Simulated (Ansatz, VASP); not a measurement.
# One calculation of Ta, two programs

```
Ta
1.0
    -1.64024    1.64024    1.64024
     1.64024   -1.64024    1.64024
     1.64024    1.64024   -1.64024
Ta
1
Direct
  0.00000 0.00000 0.00000
```

Alike in both runs: functional PBEsol; k mesh 18 × 18 × 18; occupations gaussian, width 0.1 eV; no spin polarisation.

Ansatz relaxed the structure, and its values are those at the end. VASP's run is a single point on that final structure, the one shown.

|  | VASP | Ansatz |
| --- | --- | --- |
| version | VASP 6.6.1 | Ansatz 0.2.0 |
| potentials or method | VASP PAW PBE potentials, release 64 (Ta_pv) | scalar-relativistic, plane waves, PAW |
| plane-wave cutoff (eV) | 520 | 420 |
| valence electrons in the cell | 11 | 13 |

|  | VASP | Ansatz | Ansatz less VASP |
| --- | --- | --- | --- |
| gap on the k mesh at the Fermi level (eV) | none | none | - |
| pressure (GPa) | 0.2 | 0.0 | -0.19 |

A gap of «none» marks a metal or a gap that the smearing closes. With one functional, cell and mesh, what is left measures potentials, basis and numerics. The two sets of potentials don't hold the same shells in valence.

Caveats: the PAW data sets were made with another functional, which shifts forces and pressure a little (VASP). Spin-orbit coupling is left out, which matters for the levels of Ta.
